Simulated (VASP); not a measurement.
The system is C.

```
C
1.0
     2.12732   -1.22828    0.00000
     2.12732    1.22828    0.00000
    -1.37907    0.00000    3.50283
C
2
Cartesian
  -0.6699 0.0000 3.5025
  3.5455 0.0000 0.0003
```

This is a stacking variant of graphite.

* Program: VASP 6.6.1
* Task: relaxation of cell and atoms
* Functional: PBE
* Potentials or basis: VASP PAW PBE potentials, release 64 (C_h)
* Cutoff: 900 eV
* k mesh: 13 × 13 × 8
* Occupations: fermi-dirac, width 0.05 eV
* Spin: no spin polarisation

At the start: pressure 3.4 GPa; volume 9.15 Å³/atom.

Q: Where does the relaxation end?

A: Over 13 steps the energy falls by 4.3 meV/atom and the volume is 9.85 Å³/atom (+7.6 %); space group R-3m (No. 166, to 0.05 Å).

Step by step:
```tsv
step	energy change (eV)	largest force (eV/Å)	pressure (GPa)	volume (Å³)
1	0.0000	0.0047	3.43	18.31
2	0.0062	0.0081	-5.65	18.83
3	-0.0020	0.0021	0.32	18.48
4	-0.0030	0.0039	0.27	18.57
5	-0.0054	0.0204	0.16	18.83
6	-0.0081	0.0542	-0.05	19.36
7	-0.0062	0.1234	-0.48	20.43
8	-0.0085	0.0757	-0.19	19.69
9	0.0030	1.0095	1.69	19.80
10	-0.0086	0.0294	-0.04	19.70
11	-0.0086	0.0311	-0.03	19.70
12	-0.0082	0.1395	0.40	19.70
13	-0.0086	0.0058	0.04	19.70
```

Final structure:
```
CELL_PARAMETERS angstrom
2.13457 -1.23247 -0.00235
2.13457 1.23247 -0.00235
-1.38762 0.00000 3.74565
ATOMIC_POSITIONS crystal
C 0.16668 0.16668 0.00001
C 0.83332 0.83332 0.99999
```

Caveat: the cutoff is under 1.25 times the usual one of these potentials, so pressure, stress and relaxed cells hold a basis-set (Pulay) error; this functional lacks dispersion, which binds the layers, so the pressure and a relaxed spacing across them are unreliable.
